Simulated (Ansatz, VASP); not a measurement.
ZnS in VASP and in Ansatz

INCAR

```
PREC = Accurate ; ENCUT = 520
EDIFF = 1E-6 ; ISMEAR = 0
SIGMA = 0.05 ; LREAL = False
LASPH = True ; NELM = 80
ALGO = Normal ; ISIF = 2
LWAVE = False ; LCHARG = False
GGA = PE ; NBANDS = 16
```

KPOINTS

```
regular mesh
0
Gamma
  10 10 10
```

Contents of POSCAR:

```
ZnS
1.0
    0.0000000000      2.7857895000      2.7857895000
    2.7857895000      0.0000000000      2.7857895000
    2.7857895000      2.7857895000      0.0000000000
Zn S
1 1
Direct
    0.0000000000      0.0000000000      0.0000000000
    0.7500000000      0.7500000000      0.7500000000
```

Input for Ansatz:

```yaml
crystal:
  lattice:
    - [0.0, 2.7857895, 2.7857895]
    - [2.7857895, 0.0, 2.7857895]
    - [2.7857895, 2.7857895, 0.0]
  atoms:
    - { symbol: Zn, position: [0.0, 0.0, 0.0] }
    - { symbol: S, position: [0.75, 0.75, 0.75] }
basis:
  ecutwfc: 420
kpoints:
  mp_grid: { grid: [10, 10, 10] }
hamiltonian:
  xc: pbe
scf:
  occupations: { method: gaussian, width: 0.05 }
output:
  forces: true
  stress: true
  eigenvalues: true
```

Change from the starting cell: strain +0.030 along x and y, +0.030 along z, atoms carried along.

Alike in both runs: task single point; functional PBE; k mesh 10 × 10 × 10; occupations gaussian, width 0.05 eV; no spin polarisation.

|  | VASP | Ansatz |
| --- | --- | --- |
| version | VASP 6.6.1 | Ansatz 0.2.0 |
| potentials or method | VASP PAW PBE potentials, release 64 (Zn, S) | scalar-relativistic, plane waves, PAW |
| plane-wave cutoff (eV) | 520 | 420 |
| valence electrons in the cell | 18 | 18 |

```tsv
	VASP	Ansatz	Ansatz less VASP
gap on the k mesh at the Fermi level (eV)	1.72	1.72	-0.001
least direct gap on the mesh (eV)	1.72	1.72	-0.001
pressure (GPa)	-4.0	-4.1	-0.10
```
